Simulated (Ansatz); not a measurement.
**PbI2: how the settings move a single-point run**

How sensitive is a single-point run of PbI2 to its settings? A reference run comes first, then one run with altered input.

Computed with Ansatz 0.2.0 (reference: DFT, PBEsol, PAW with Ansatz's default frozen-core files, fully relativistic files with spin-orbit coupling; levels and slopes on a fine mesh, unless a step's input says otherwise).

## Step 1: The starting structure

It takes space group P-3m1 (No. 164, trigonal). Conventional cell: a = 4.545 Å, b = 4.545 Å, c = 7.065 Å, α = 90.00°, β = 90.00°, γ = 120.00°. Pb (site symmetry -3m) has 6 I at 3.22 Å as nearest neighbours. I (site symmetry 3m) is surrounded by 3 Pb at 3.22 Å.

As a file:

```xyz
3
Lattice="4.5452 0.0000 0.0000 -2.2726 3.9363 0.0000 0.0000 0.0000 7.0653" Properties=species:S:1:pos:R:3 pbc="T T T"
Pb    0.0000    0.0000    0.0000
I     0.0000    2.6242    1.8599
I     2.2726    1.3121    5.2054
```

## Step 2: The reference run

Contents of input.yaml:

```yaml
crystal:
  lattice:
    - [4.54519461601, 0.0, 0.0]
    - [-2.272597308, 3.93625400261, 0.0]
    - [0.0, 0.0, 7.0652916297]
  atoms:
    - { symbol: Pb, position: [0.0, 0.0, 0.0] }
    - { symbol: I, position: [0.333333333333, 0.666666666667, 0.263247485427] }
    - { symbol: I, position: [0.666666666667, 0.333333333333, 0.736752514573] }
kpoints:
  mp_grid: { grid: [6, 6, 4] }
scf:
  occupations: { method: fixed }
hamiltonian:
  xc: pbesol
  pseudopotentials: { kind: paw_fr }
magnetization:
  noncollinear: true
  spin_orbit: true
output:
  forces: true
  stress: true
  eigenvalues: true
  eigenstates:
    nscf_kmesh: { grid: [8, 8, 4] }
    de_dk: true
    e_range: [-9, 12.15444528479]
checkpoint:
  write: ck
  write_wavefunctions: false
```

The run is started by

```console
> ansatz run input.yaml --threads 2 --pin off --max-ram 6144MiB --backend cpu --events-out ev --progress --plain --runs-dir out
```

## Step 3: Changing settings: xc_grid 3

input.yaml: that of step 2 with these lines changed.

```diff
@@ -30 +30,3 @@
   write_wavefunctions: false
+basis:
+  xc_grid: 3
```

Q: Predict the outcome of this session. Wanted: for each run, ending; energy change; pressure; gap; force.

As calculated:

```csv
run,ending,energy change,pressure (GPa),gap (eV),force (eV/Å),cycles,time
reference,converged,0,0.0,1.39,0.02,-,70 s
1: xc_grid 3,converged,0.0 meV/atom,0.0,1.39,0.02,12,67 s
```

Residual by cycle in the longest SCF loop of each run; runs are numbered as in the table. The quantity is the density residual dr2, in eV.

```csv
cycle,reference,run 1
1,0.386,0.386
2,0.109,0.109
3,0.0102,0.0102
4,0.00108,0.00108
5,2.8e-5,2.8e-5
6,5.0e-6,5.0e-6
7,9.1e-7,9.1e-7
8,8.6e-8,8.6e-8
9,8.0e-9,8.0e-9
10,2.7e-10,2.7e-10
11,3.0e-11,3.0e-11
12,3.1e-12,3.2e-12
```

What this shows: Changing the numerical grids hardly moves the energy: 0.0 meV/atom.

The gaps are Kohn-Sham values of a semilocal functional, not quasiparticle or optical gaps. Such gaps usually fall short of the measured ones.
